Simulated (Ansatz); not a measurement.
## CuO under changes of volume

One of the cells (12.605 Å³/atom); the others are scaled copies at fixed shape and fractional positions:

```
Cu O
1.0
     3.28802    0.00000    0.00000
    -1.64401    2.84751    0.00000
     0.00000    0.00000    5.38502
Cu O
2 2
Direct
  0.66667 0.33333 0.00000
  0.33333 0.66667 0.50000
  0.66667 0.33333 0.62520
  0.33333 0.66667 0.12520
```

Measurements of this composition are mostly on another form, of space group No. 15.

| Quantity | Value |
| --- | --- |
| Program | Ansatz 0.2.0 |
| Functional | PBE |
| Potentials or basis | PseudoDojo standard (PBE files) |
| Cutoff | 1252 eV |
| Density cutoff | 5007 eV |
| k mesh | 9 × 9 × 5 |
| Occupations | fermi-dirac, width 0.05 eV |
| Spin | no spin polarisation |

```tsv
volume (Å³/atom)	energy over the lowest point (meV/atom)	pressure (GPa)	largest force (eV/Å)
11.848	0.00	-2.7	0.105
12.100	?	?	?
12.352	16.41	-7.4	0.085
12.605	29.72	-9.3	0.077
12.857	45.90	-11.0	0.069
13.109	64.61	-12.5	0.061
13.361	85.55	-13.9	0.055
```

What does the run at 12.100 Å³/atom give?

Energy over the lowest point 6.36 meV/atom; pressure -5.2 GPa; largest force 0.095 eV/Å.

Worked out: A Birch-Murnaghan fit of order 3 (a polynomial in V^(-2/3)) to the other rows has its minimum at 11.60 Å³/atom, just outside them, with B0 = V·E''(V) = 136 GPa and B' = 4.6 at fixed shape and positions, which overstates the stiffness. It gives 6.37 meV/atom at 12.100 Å³/atom, against the run's 6.36, and -dE/dV = -5.3 GPa, against -5.2.

Energies are extrapolated to zero smearing.

Caveats: the run has no spin polarisation, though such a crystal can be magnetic.
